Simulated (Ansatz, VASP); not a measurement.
# Two plane-wave programs on KI

```xyz
2
Lattice="0.0000 3.6655 3.5246 3.6655 0.0000 3.5246 3.6655 3.6655 0.0000" Properties=species:S:1:pos:R:3 pbc="T T T"
K     0.0000    0.0000    0.0000
I     3.6655    3.6655    3.5246
```

Change from the starting cell: strain +0.040 along x and y, +0.000 along z, atoms carried along.

Alike in both runs: task single point; functional PBE; k mesh 6 × 6 × 6; occupations gaussian, width 0.05 eV; no spin polarisation.

|  | VASP | Ansatz |
| --- | --- | --- |
| version | VASP 6.6.1 | Ansatz 0.2.0 |
| potentials or method | VASP PAW PBE potentials, release 64 (K_sv, I) | scalar-relativistic, plane waves, PAW |
| plane-wave cutoff (eV) | 520 | 420 |
| valence electrons in the cell | 16 | 26 |

|  | VASP | Ansatz | Ansatz less VASP |
| --- | --- | --- | --- |
| gap on the k mesh at the Fermi level (eV) | 3.80 | 3.81 | +0.004 |
| least direct gap on the mesh (eV) | 3.80 | 3.81 | +0.004 |
| pressure (GPa) | -0.2 | -0.2 | -0.02 |
| largest component of the traceless stress (GPa) | 0.52 | 0.51 | -0.006 |

With one functional, cell and mesh, what is left measures potentials, basis and numerics. The two sets of potentials don't hold the same shells in valence.

Caveats: spin-orbit coupling is left out, which moves the levels of the heavy elements.
